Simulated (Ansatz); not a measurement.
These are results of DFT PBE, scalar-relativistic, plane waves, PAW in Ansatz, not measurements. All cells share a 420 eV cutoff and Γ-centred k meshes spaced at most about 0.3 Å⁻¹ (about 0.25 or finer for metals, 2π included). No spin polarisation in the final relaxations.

These are static total energies at zero pressure. All come from trial cells, and lower structures may exist.

Problem. These unrelaxed guesses for B are each relaxed within their symmetry. Order them by the energy at which they end, lowest first.
1.

```
B
1.0
     4.39284    0.00000    0.00000
     0.00000    4.39284    0.00000
     0.00000    0.00000    2.96661
B
8
Direct
  0.93041 0.42062 0.16107
  0.06959 0.57938 0.66107
  0.57938 0.93041 0.91107
  0.42062 0.06959 0.41107
  0.13689 0.20499 0.77950
  0.86311 0.79501 0.27950
  0.79501 0.13689 0.52950
  0.20499 0.86311 0.02950
```

2.

```
B
1.0
     4.63261    0.00000    0.00000
    -2.31631    4.01196    0.00000
     0.00000    0.00000    4.19637
B
12
Direct
  0.36673 0.29689 0.64941
  0.70311 0.06984 0.31607
  0.93016 0.63327 0.98274
  0.63327 0.70311 0.14941
  0.29689 0.93016 0.81607
  0.06984 0.36673 0.48274
  0.06984 0.70311 0.35059
  0.29689 0.36673 0.01726
  0.63327 0.93016 0.68393
  0.93016 0.29689 0.85059
  0.70311 0.63327 0.51726
  0.36673 0.06984 0.18393
```

3.

```
B
1.0
     6.03612    0.00000    0.00000
     0.00000    6.03612    0.00000
     0.00000    0.00000    2.84804
B
8
Direct
  0.50000 0.93502 0.00000
  0.50000 0.06498 0.50000
  0.06498 0.50000 0.75000
  0.93502 0.50000 0.25000
  0.50000 0.66782 0.00000
  0.50000 0.33218 0.50000
  0.33218 0.50000 0.75000
  0.66782 0.50000 0.25000
```

4.

```
B
1.0
     2.74165    0.00000    0.00000
    -1.37083    2.37434    0.00000
     0.00000    0.00000   17.94306
B
16
Direct
  0.33333 0.66667 0.82798
  0.00000 0.00000 0.70339
  0.66667 0.33333 0.32795
  0.66667 0.33333 0.57840
  0.00000 0.00000 0.45315
  0.33333 0.66667 0.07841
  0.00000 0.00000 0.20310
  0.66667 0.33333 0.95311
  0.66667 0.33333 0.04689
  0.66667 0.33333 0.67205
  0.33333 0.66667 0.92159
  0.00000 0.00000 0.29661
  0.00000 0.00000 0.79690
  0.00000 0.00000 0.54685
  0.33333 0.66667 0.17202
  0.66667 0.33333 0.42160
```

Solution. 1 (ends in P4_3, 0 meV/atom), 2 (ends in P6_522, 151 meV/atom), 3 (ends in P4_322, 187 meV/atom), 4 (ends in P-6m2, 200 meV/atom).

The k mesh leaves some 4 meV/atom of noise in the energy of each metallic cell. Cells relaxed within their symmetry can be saddle points. The part of the Crystallography Open Database at hand lists B in space groups No. 58, 134, 166; no cell shown has one of them. Some structure types and database cells were kept out of the candidates from the start, so a known form may be missing.
